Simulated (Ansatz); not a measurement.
# Si (bcc type): how the settings move a single-point run

Question: which choices in the input matter for Si (bcc type)?

Computed with Ansatz 0.2.0 (reference: DFT, PBE, PAW with Ansatz's default frozen-core files, scalar-relativistic, unless a step's input says otherwise).

2 further runs of the same task are left out: 1 for a known fault of the program, 1 that didn't finish.

## 1. Starting point

Symmetry: Im-3m, No. 229, cubic system. The conventional cell has a = 3.021 Å, b = 3.021 Å, c = 3.021 Å, α = 90.00°, β = 90.00°, γ = 90.00°. Around Si (site symmetry m-3m) lie 8 Si at 2.62 Å.

Coordinates:

```
CELL_PARAMETERS angstrom
-1.51029 1.51029 1.51029
1.51029 -1.51029 1.51029
1.51029 1.51029 -1.51029
ATOMIC_POSITIONS crystal
Si 0.00000 0.00000 0.00000
```

## 2. Baseline

input.yaml

```yaml
crystal:
  lattice:
    - [-1.5102947414, 1.5102947414, 1.5102947414]
    - [1.5102947414, -1.5102947414, 1.5102947414]
    - [1.5102947414, 1.5102947414, -1.5102947414]
  atoms:
    - { symbol: Si, position: [0.0, 0.0, 0.0] }
kpoints:
  mp_grid: { grid: [18, 18, 18] }
scf:
  occupations: { method: fermi_dirac, width: 0.05 }
hamiltonian:
  xc: pbe
  pseudopotentials: { kind: paw }
output:
  forces: true
  stress: true
  eigenvalues: true
  efg: { contact_densities: true }
  write_density: true
  write_potential: true
  elf: true
  volumetric_format: npy
```

On the command line:

```bash
> ansatz run input.yaml --threads 1 --pin off --max-ram 2048MiB --backend cpu --events-out ev --progress --plain --runs-dir out
```

## 3. Changing settings: preconditioner resta

Changes to input.yaml since step 2:

```diff
@@ -11,2 +11,3 @@
   occupations: { method: fermi_dirac, width: 0.05 }
+  mixing: { preconditioner: resta }
 hamiltonian:
```

Q: Predict the outcome of this session. Wanted: for each run, ending; energy change; pressure; gap; force.

The runs gave:

| run | ending | energy change | pressure (GPa) | gap (eV) | force (eV/Å) | cycles | time |
| --- | --- | --- | --- | --- | --- | --- | --- |
| reference | converged | 0 | 6.5 | 0.00 | 0.00 | 6 | 2.2 s |
| 1: preconditioner resta | converged | 0.0 meV/atom | 6.5 | 0.00 | 0.00 | 6 | 2.2 s |

Residual by cycle in the longest SCF loop of each run; runs are numbered as in the table. The quantity is the density residual dr2, in eV.

| cycle | reference | run 1 |
| --- | --- | --- |
| 1 | 7.1e-5 | 7.1e-5 |
| 2 | 2.0e-5 | 2.0e-5 |
| 3 | 3.5e-7 | 3.5e-7 |
| 4 | 3.6e-8 | 3.6e-8 |
| 5 | 8.2e-11 | 8.2e-11 |
| 6 | 1.1e-11 | 1.1e-11 |

**Reading.** Energy and cycle count are those of the reference, so the change (mixing) left the result and the number of cycles as they were.
